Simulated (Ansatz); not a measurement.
# KF: the cost of one run

Computed with Ansatz 0.2.0 (DFT PBE, scalar-relativistic, plane waves, PAW, unless a step's input says otherwise).

**1. The structure to begin with**

Symmetry: P-6m2, No. 187, hexagonal system. Conventional cell: a = 3.602 Å, b = 3.602 Å, c = 5.676 Å, α = 90.00°, β = 90.00°, γ = 120.00°. Around K (site symmetry -6m2) lie 6 F at 3.52 Å and 6 K at 3.60 Å. F (site symmetry -6m2) is surrounded by 6 K at 3.52 Å and 6 F at 3.60 Å.

Coordinates:

```
CELL_PARAMETERS angstrom
3.60206 0.00000 0.00000
-1.80103 3.11948 0.00000
0.00000 0.00000 5.67563
ATOMIC_POSITIONS crystal
K 0.00000 0.00000 0.50000
F 0.66667 0.33333 0.00000
```

The cell is invented: species swapped into a database cell of PmNd (P-6m2, No. 187), with F on the Pm sites and K on the Nd sites. Lengths come from tabulated atomic sizes and are only a guess.

**2. A first look at the guess**

input.yaml reads:

```yaml
crystal:
  lattice:
    - [3.60206156, 0.0, 0.0]
    - [-1.80103078, 3.11947682, 0.0]
    - [0.0, 0.0, 5.67562517]
  atoms:
    - { symbol: K, position: [0.0, 0.0, 0.5] }
    - { symbol: F, position: [0.66666667, 0.33333333, 0.0] }
basis:
  ecutwfc: 420
kpoints:
  mp_grid: { grid: [6, 6, 4] }
hamiltonian:
  xc: pbe
scf:
  occupations: { method: gaussian, width: 0.1 }
  lower_state_search: "off"
output:
  forces: true
  stress: true
  eigenvalues: true
```

The run is started by

```sh
$ ansatz run input.yaml --threads 1 --pin off --max-ram 2560MiB --backend cpu --events-out ev --progress --plain --runs-dir out
```

What time and memory should one allow on 1 thread of AMD EPYC 7B13 (Zen 3), shared host?

About 1.2 s, with a peak of 0.34 GiB.
